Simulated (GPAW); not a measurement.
SrO:

```
Sr O
1.0
     0.00000    2.56630    2.56630
     2.56630    0.00000    2.56630
     2.56630    2.56630    0.00000
Sr O
1 1
Direct
  0.50000 0.50000 0.50000
  0.00000 0.00000 0.00000
```

Program: GPAW 26.7.0. Alike in all runs: cell as given; smearing fermi-dirac 0.05 eV.

Q: Order these runs on this cell by their band gap on the k mesh, lowest first.
A. level rSCAN; potentials or basis GPAW PAW data sets (gpaw-data 1.2.1), pw; spin SOC, no magnetisation; k mesh 7 × 7 × 7; cutoff (eV) 800; maxiter 150; band path GXWKGLUWLK,UX; band points 80; spin axis theta (degrees) 0
B. level PBE0; potentials or basis GPAW PAW data sets (gpaw-data 1.2.1), pw; spin off; k mesh 6 × 6 × 6; cutoff (eV) 600; maxiter 60; ranks 8
C. level GLLB-SC; potentials or basis the program's PAW data sets (release 1.2.1) made for this functional, pw; spin off; k mesh 7 × 7 × 7; cutoff (eV) 800; maxiter 150; band path GXWKGLUWLK,UX; band points 60

A: A (3.89 eV), B (5.59 eV), C (6.95 eV).

Caveats: the GLLB-SC gap is the Kohn-Sham gap of the path plus the derivative discontinuity (some runs); a model potential gives levels but no total energy (some runs); an odd mesh through Γ misses points on the zone boundary, where band edges often lie (some runs); spin-orbit coupling was added after a scalar SCF, so levels and gaps hold it while energy, forces, pressure and moments don't (some runs); this program's spin-orbit splittings come out too wide for heavy elements (some runs); the mesh misses the band edges, which the band path finds closer together (some runs).

A k mesh can miss the band edges, odd and even meshes differently.

Runs at the PBE level aren't shown here.
